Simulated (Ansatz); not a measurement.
Cu Kα1 powder pattern (kinematic, no thermal factors).
```json
{"2θ (°)": "36.73", "relative intensity": "100"}
{"2θ (°)": "52.92", "relative intensity": "64"}
{"2θ (°)": "66.15", "relative intensity": "22"}
{"2θ (°)": "78.12", "relative intensity": "10"}
{"2θ (°)": "89.58", "relative intensity": "31"}
```

The pattern is computed from a structure relaxed with Ansatz 0.2.0, DFT PBE, scalar-relativistic, plane waves, PAW. No spin polarisation. Its elements are P.

Give the structure.

P.
Space group Pm-3m (No. 221). a = 2.445 Å, b = 2.445 Å, c = 2.445 Å, α = 90.00°, β = 90.00°, γ = 90.00°
| atom | site | symmetry | x | y | z |
| --- | --- | --- | --- | --- | --- |
| P | 1a | m-3m | 0.0000 | 0.0000 | 0.0000 |

A pattern alone doesn't exclude other cells with like lines; this is the one computed.

Another cell of P relaxed alike, in R-3m, lies 48 meV/atom lower, so this cell isn't the stable form at this level.

The cell was found from a structure generator's guess, not taken from experiment.
